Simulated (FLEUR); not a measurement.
# Fe (c factor at fixed volume 0.9 on the database's cell): anisotropy by force theorems

One state of Fe (c factor at fixed volume 0.9 on the database's cell) is converged without symmetry. Force theorems then give its anisotropy.

Main program and level: FLEUR MaX-R8.1; PBE; all-electron FLAPW, Dirac cores, scalar-relativistic bands.

This is a report of a sequence of runs, with most program output left out.

This is not the structure that Fe takes at ambient pressure and room temperature (bcc); it is a model or a phase of other conditions.

The database entry behind the starting cell differs from later determinations by our own check (an axis about 0.7 % long against later determinations), so it need not match the best structure at ambient conditions.

### 1. Starting point

Symmetry: I4/mmm, No. 139, tetragonal system. Conventional cell: a = 3.042 Å, b = 3.042 Å, c = 2.597 Å, α = 90.00°, β = 90.00°, γ = 90.00°. Fe has 10 Fe at 2.51 to 2.60 Å nearest.

The cell is strained on purpose: c factor at fixed volume 0.9 on the database's cell.

### 2. The magnetic state

The force theorems are single passes in this state's potential, so it has to be converged first.

No symmetry is used, so that later steps may turn the spins freely; k and −k are joined. inpgen writes inp.xml from crystal.txt; cutoffs, mixing, functional, smearing and local orbitals are then set in the file. The k list scf (kpts.xml, not shown) is a Γ-centred 14×14×14 mesh; where the ranks do not divide the number of points, some are split in two of half the weight.

The input, inp.xml:

```
<?xml version="1.0" encoding="UTF-8" standalone="no"?>
<fleurInput fleurInputVersion="0.39">
   <comment>
      Fe
   </comment>
   <calculationSetup>
      <cutoffs Kmax="3.6" Gmax="10.8" GmaxXC="10.8" numbands="0"/>
      <scfLoop itmax="110" minDistance="0.00002" maxIterBroyd="15" imix="Anderson" alpha="0.05" precondParam="0.0" spinf="2.0" sdNocoIR="T"/>
      <coreElectrons ctail="F" frcor="F" kcrel="0" coretail_lmax="0"/>
      <xcFunctional name="pbe" relativisticCorrections="F"/>
      <magnetism jspins="2" l_noco="F" l_ss="F">
         <qss>0.0 0.0 0.0</qss>
         <mtNocoParams l_mperp="F" l_mtNocoPot="F" l_relaxSQA="F" mag_mixing_scheme="0" mix_RelaxWeightOffD="1.0" l_constrained="F" mix_constr="1.0"/>
         <sourceFreeMag l_sourceFree="F" l_scaleMag="F" mag_scale="1.0"/>
      </magnetism>
      <soc l_soc="F" theta="0.0" phi="0.0" spav="F"/>
      <expertModes spex="0" secvar="F"/>
      <geometryOptimization l_f="F" forcealpha="1.0" forcemix="BFGS" epsdisp="0.00001" epsforce="0.00001"/>
      <ldaU l_linMix="F" mixParam="0.05" spinf="1.0"/>
   </calculationSetup>
   <cell>
      <bzIntegration valenceElectrons="16.0" mode="hist" fermiSmearingEnergy="0.00183747">
         <kPointListSelection listName="scf"/>
         <xi:include xmlns:xi="http://www.w3.org/2001/XInclude" href="kpts.xml"> </xi:include>
      </bzIntegration>
      <xi:include xmlns:xi="http://www.w3.org/2001/XInclude" href="sym.xml"> </xi:include>
      <bulkLattice scale="1.0">
         <bravaisMatrix>
            <row-1>   -2.8743784098028216     2.8743784098028216     2.4541873180180196</row-1>
            <row-2>    2.8743784098028216    -2.8743784098028216     2.4541873180180196</row-2>
            <row-3>    2.8743784098028216     2.8743784098028216    -2.4541873180180196</row-3>
         </bravaisMatrix>
      </bulkLattice>
   </cell>
   <atomSpecies>
      <species name="Iron (Fe) 2.800" element="Fe" atomicNumber="26">
         <mtSphere radius="2.31" gridPoints="763" logIncrement="0.016"/>
         <atomicCutoffs lmax="8" lnonsphr="6"/>
         <electronConfig flipSpins="F">
            <coreConfig>(1s1/2) (2s1/2) (2p1/2) (2p3/2)</coreConfig>
            <valenceConfig>(3s1/2) (3p1/2) (3p3/2) (4s1/2) (3d3/2) (3d5/2)</valenceConfig>
            <stateOccupation state="(3d3/2)" spinUp="1.4" spinDown="1.0"/>
            <stateOccupation state="(3d5/2)" spinUp="3.0" spinDown="0.6"/>
         </electronConfig>
         <energyParameters s="4" p="4" d="3" f="4"/>
         <lo type="SCLO" l="0" n="3" eDeriv="0"/>
         <lo type="SCLO" l="1" n="3" eDeriv="0"/>
      </species>
   </atomSpecies>
   <atomGroups>
      <atomGroup species="Iron (Fe) 2.800">
         <relPos label="                   1">.0000000000 .0000000000 .0000000000</relPos>
         <force calculate="T" relaxXYZ="TTT"/>
         <nocoParams  alpha="0.0" beta="0.0"/>
      </atomGroup>
   </atomGroups>
   <output dos="F" band="F" slice="F">
      <bandDOS minEnergy="-.5*Htr" maxEnergy="0.5*Htr" sigma="0.015" storeEVData="T"/>
      <plotting iplot="0" polar="F">
         <plot TwoD="T" vec1="  1.0  0.0  0.0" vec2="  0.0  1.0  0.0" vec3="  0.0  0.0  1.0" zero="  0.0  0.0  0.0" file="plot"/>
      </plotting>
      <moessbauerParams electricFieldGradient="F" isomerShift="F" coreHyperfine="F" valenceHyperfine="F"/>
   </output>
</fleurInput>
```

The input, crystal.txt:

```
Fe
&input film=F cartesian=F /
-1.52105555000  1.52105555000  1.29870000000
1.52105555000  -1.52105555000  1.29870000000
1.52105555000  1.52105555000  -1.29870000000
1.8897261246
1.0 1.0 1.0

1
26 0.00000000000  0.00000000000  0.00000000000 : 2.800

&kpt div1=14 div2=14 div3=14 gamma=T /
```

On the command line:

```sh
$ OMP_NUM_THREADS=1 inpgen -f crystal.txt -nosym -noco > inpgen.log  # inp.xml is then edited as shown
$ OMP_NUM_THREADS=1 mpirun -n 4 fleur_MPI > fleur.log
```

Elapsed: 66 s, on 4 MPI ranks of Arm Neoverse V2, shared host; peak memory 0.34 GiB; 4.4 min of CPU time.

This step gave:

* free energy: -34634.6656 eV
* program's band gap on this mesh (in a metal only a level spacing): 9.00e-10 eV
* magnetization: 2.454 μB
* final state: ferromagnetic
* largest moment: 2.511 μB

After 20 cycles the largest moment stands at 2.51 μB.

### 3. Anisotropy by the force theorem, rung 1

Anisotropy is a small difference, so it is taken from sums over occupied states at a frozen potential, where most errors cancel.

One pass with spin–orbit coupling for each direction, from the saved density. Inversion lets half of the mesh serve, which the program's warning doesn't know. The k list mae (kpts.xml, not shown) is a Γ-centred 19×19×19 mesh.

Edit inp.xml of step 2 so:

```diff
@@ -6,4 +6,4 @@
    <calculationSetup>
-      <cutoffs Kmax="3.6" Gmax="10.8" GmaxXC="10.8" numbands="0"/>
-      <scfLoop itmax="110" minDistance="0.00002" maxIterBroyd="15" imix="Anderson" alpha="0.05" precondParam="0.0" spinf="2.0" sdNocoIR="T"/>
+      <cutoffs Kmax="3.6" Gmax="10.8" GmaxXC="10.8" numbands="36"/>
+      <scfLoop itmax="1" minDistance="0.00002" maxIterBroyd="15" imix="Anderson" alpha="0.05" precondParam="0.0" spinf="2.0" sdNocoIR="T"/>
       <coreElectrons ctail="F" frcor="F" kcrel="0" coretail_lmax="0"/>
@@ -15,3 +15,3 @@
       </magnetism>
-      <soc l_soc="F" theta="0.0" phi="0.0" spav="F"/>
+      <soc l_soc="T" theta="0.0" phi="0.0" spav="F"/>
       <expertModes spex="0" secvar="F"/>
@@ -22,3 +22,3 @@
       <bzIntegration valenceElectrons="16.0" mode="hist" fermiSmearingEnergy="0.00183747">
-         <kPointListSelection listName="scf"/>
+         <kPointListSelection listName="mae"/>
          <xi:include xmlns:xi="http://www.w3.org/2001/XInclude" href="kpts.xml"> </xi:include>
@@ -63,2 +63,5 @@
    </output>
+   <forceTheorem>
+      <MAE theta="0.0 1.5707963 1.5707963 0.7853982" phi="0.0 0.0 0.7853982 0.0"/>
+   </forceTheorem>
 </fleurInput>
```

On the command line:

```sh
$ OMP_NUM_THREADS=1 mpirun -n 4 fleur_MPI -warn_only > fleur.log
```

Run time: 39 s. Hardware: 4 MPI ranks; peak memory 0.85 GiB.

Anisotropy energies, by row:

```csv
axis,x,y,z,band energy less the first axis' (meV a cell)
[001],0,0,1,0
[100],1,0,0,-0.07306
[110],0.7071,0.7071,0,-0.07393
45 degrees from [001] toward [100],0.7071,0,0.7071,-0.03635
```

Indices are those of the standard conventional cell; x, y, z give the same directions in the axes of the input.

### 4. Energy against the direction of the moments, rung 2

A second rung shows how far the first can be trusted.

The k list mae (kpts.xml, not shown) is a Γ-centred 28×28×28 mesh.

inp.xml is that of step 3.

Wall time 2 min (4 MPI ranks); peak memory 2.4 GiB; 8.2 min of CPU time.

Anisotropy energies, by row:

```csv
axis,x,y,z,band energy less the first axis' (meV a cell)
[001],0,0,1,0
[100],1,0,0,-0.08264
[110],0.7071,0.7071,0,-0.08308
45 degrees from [001] toward [100],0.7071,0,0.7071,-0.04125
```

### 5. Spin–orbit coupling, moments along [001]

Spin–orbit coupling ties the spins to the lattice and lets orbital moments form.

A new self-consistent run of the start ferro +, with the moments along z. The k list default-1 (kpts.xml, not shown) is a Γ-centred 28×28×28 mesh.

Edit inp.xml of step 2 so:

```diff
@@ -6,12 +6,8 @@
    <calculationSetup>
-      <cutoffs Kmax="3.6" Gmax="10.8" GmaxXC="10.8" numbands="0"/>
+      <cutoffs Kmax="3.6" Gmax="10.8" GmaxXC="10.8" numbands="36"/>
       <scfLoop itmax="110" minDistance="0.00002" maxIterBroyd="15" imix="Anderson" alpha="0.05" precondParam="0.0" spinf="2.0" sdNocoIR="T"/>
-      <coreElectrons ctail="F" frcor="F" kcrel="0" coretail_lmax="0"/>
+      <coreElectrons ctail="T" frcor="F" kcrel="0" coretail_lmax="0"/>
       <xcFunctional name="pbe" relativisticCorrections="F"/>
-      <magnetism jspins="2" l_noco="F" l_ss="F">
-         <qss>0.0 0.0 0.0</qss>
-         <mtNocoParams l_mperp="F" l_mtNocoPot="F" l_relaxSQA="F" mag_mixing_scheme="0" mix_RelaxWeightOffD="1.0" l_constrained="F" mix_constr="1.0"/>
-         <sourceFreeMag l_sourceFree="F" l_scaleMag="F" mag_scale="1.0"/>
-      </magnetism>
-      <soc l_soc="F" theta="0.0" phi="0.0" spav="F"/>
+      <magnetism jspins="2"/>
+      <soc l_soc="T" theta="0.0" phi="0.0" spav="F"/>
       <expertModes spex="0" secvar="F"/>
@@ -22,3 +18,3 @@
       <bzIntegration valenceElectrons="16.0" mode="hist" fermiSmearingEnergy="0.00183747">
-         <kPointListSelection listName="scf"/>
+         <kPointListSelection listName="default-1"/>
          <xi:include xmlns:xi="http://www.w3.org/2001/XInclude" href="kpts.xml"> </xi:include>
@@ -53,3 +49,2 @@
          <force calculate="T" relaxXYZ="TTT"/>
-         <nocoParams  alpha="0.0" beta="0.0"/>
       </atomGroup>
```

Edit crystal.txt of step 2 so:

```diff
@@ -11,2 +11,3 @@
 
-&kpt div1=14 div2=14 div3=14 gamma=T /
+&soc 0.0000000 0.0000000 /
+&kpt div1=28 div2=28 div3=28 gamma=T /
```

On the command line:

```sh
$ OMP_NUM_THREADS=1 inpgen -f crystal.txt > inpgen.log  # inp.xml is then edited as shown
$ OMP_NUM_THREADS=1 mpirun -n 4 fleur_MPI > fleur.log
```

The job ended after 3.2 min (4 MPI ranks; peak memory 0.73 GiB).

Read from the output:

| Item | Value |
| --- | --- |
| free energy | -34634.6801 eV |
| program's band gap on this mesh (in a metal only a level spacing) | 0 eV |
| magnetization | 2.455 μB |
| final state | ferromagnetic |
| largest moment | 2.511 μB |
| orbital moment along the spin | 0.04481 μB |

Orbital moment in the sphere, along the spin axis by atom:

| atom | orbital moment in the sphere, along the spin axis (μB) |
| --- | --- |
| Fe1 | 0.0448 |

### 6. Results

```
reference state                                                             : ferromagnetic
largest sphere moment                                                       : 2.51 μB
easy direction of those tried                                               : the plane normal to [001]
energy along [100] less [001], force theorem                                : -0.0826 meV a primitive cell
orbital moment on the atom of largest spin, along its spin (spin–orbit run) : 0.0448 μB
```

In words: By the force theorem the moments prefer the plane normal to [001], with no direction in it resolved; shape anisotropy is not in it. The difference for the second direction goes from -0.073 meV (mesh 19×19×19, 36 states, 2.6 min of CPU time) to -0.083 meV (mesh 28×28×28, 36 states, 8.2 min). On the atom of largest spin the orbital moment is almost quenched. The state was typed, and no other order was converged beside it, so it need not be the ground state.

[Logs and program files are shortened in this print: banners, set-up blocks, solver, clock and traceback lines can be left out without a mark of their own.]

[Logs are printed without paths, hosts, clocks, repeated set-up lines and the standing remarks that a program may print on its own settings, such as how far it seeks lower states.]

[Hosts, paths, dates, database ids (printed as entryN), source tags and the programs' standing remarks are cut or masked in the printed files.]

[Where a cell is said to come from a database of computed structures, the database is the Materials Project.]
